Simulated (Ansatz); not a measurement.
## ZrSe2 under changes of volume

One of the cells (25.784 Å³/atom); the others are scaled copies at fixed shape and fractional positions:

```xyz
3
Lattice="3.7980 0.0000 0.0000 -1.8990 3.2892 0.0000 0.0000 0.0000 6.1920" Properties=species:S:1:pos:R:3 pbc="T T T"
Zr    0.0000    0.0000    0.0000
Se    1.8990    1.0964    4.6440
Se    0.0000    2.1928    1.5480
```

- Program: Ansatz 0.2.0
- Functional: exchange-only PBE
- Potentials or basis: Ansatz PAW
- Cutoff: 420 eV (not typed: the program's choice for these potentials)
- k mesh: 8 × 8 × 5
- Occupations: fermi-dirac, width 0.05 eV
- Spin: no spin polarisation

```csv
volume (Å³/atom),energy over the lowest point (meV/atom),pressure (GPa),gap on the mesh (eV),largest force (eV/Å)
24.237,235.26,18.9,0.42,1.739
24.753,178.57,16.4,0.44,1.466
25.268,129.74,14.0,0.47,1.212
25.784,?,?,?,?
26.300,52.93,10.0,0.50,0.755
26.815,23.74,8.2,0.52,0.549
27.331,0.00,6.6,0.54,0.357
```

Q: What does the run at 25.784 Å³/atom give?

A: Energy over the lowest point 88.07 meV/atom; pressure 11.9 GPa; gap on the mesh 0.49 eV; largest force 0.975 eV/Å.

Worked out: A Birch-Murnaghan fit of order 3 (a polynomial in V^(-2/3)) to the other rows has no minimum within the range. It gives 88.07 meV/atom at 25.784 Å³/atom, against the run's 88.07, and -dE/dV = 11.9 GPa, against 11.9. A straight line through the other rows of the gap, of slope 0.982 eV per unit of ln V, gives 0.48 eV, against the run's 0.49.

Energies are extrapolated to zero smearing.

Caveats: odd divisions of the mesh miss points on the zone boundary, where band edges often lie, so the gap on the mesh can be too wide; the PAW data sets come from PBE, with cores solved anew for the run's functional, which leaves a small shift of forces and pressure; forces of over 1 eV/Å show positions far from the minimum, so gaps and moduli don't describe the material at rest (some runs).

A mesh can miss the band edges. Spin-orbit coupling on Se, Zr is left out.
